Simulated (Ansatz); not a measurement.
Zinc-blende ZnTe was calculated with r²SCAN+SOC (Ansatz, an electronic-structure program, PAW).

Run with plane-wave cutoff 560 eV, 10×10×10 k mesh, Fermi–Dirac smearing 0.01 eV, PAW data made under PBE.

The volume scan:

| V (Å³/atom) | E − E_lowest (meV/atom) | P (GPa) |
|---|---|---|
| 26.868 | 17.79 | 3.52 |
| 27.440 | 7.60 | 2.21 |
| 28.012 | 1.83 | 1.05 |
| 28.583 | 0.00 | 0.00 |
| 29.155 | 1.70 | -0.94 |
| 29.727 | 6.57 | -1.77 |
| 30.298 | 14.26 | -2.52 |

### Question
Estimate the bulk modulus from the pressures at 28.012 and 29.155 Å³/atom, and compare it with a fit to all energies.

### Answer
B = −V dP/dV. Between V = 28.012 and 29.155 Å³/atom, dP/dV = (-0.94 − (1.05))/(29.155 − 28.012) = -1.74 GPa per Å³/atom; at the midpoint 28.584 Å³/atom this gives B ≈ 49.8 GPa. The third-order Birch–Murnaghan fit gives V0 = 28.583 Å³/atom, B0 = 49.4 GPa, B′ = 4.5, which lies within 1 % of that estimate.

Measured, for comparison: bulk modulus 51 ± 3 GPa (room temperature, not corrected to a static lattice; as tabulated in Determination of phase transition pressures of ZnTe under quasihydrostatic …); equilibrium volume per atom 28.42 Å³/atom (room temperature, not corrected to a static lattice; as tabulated in Albrecht et al. (1997), arXiv:cond-mat/9706128). Computed less measured: bulk modulus -3.1 % (inside the measured uncertainty), equilibrium volume per atom +0.6 %.

The computed numbers hold no vibrational or temperature effects.
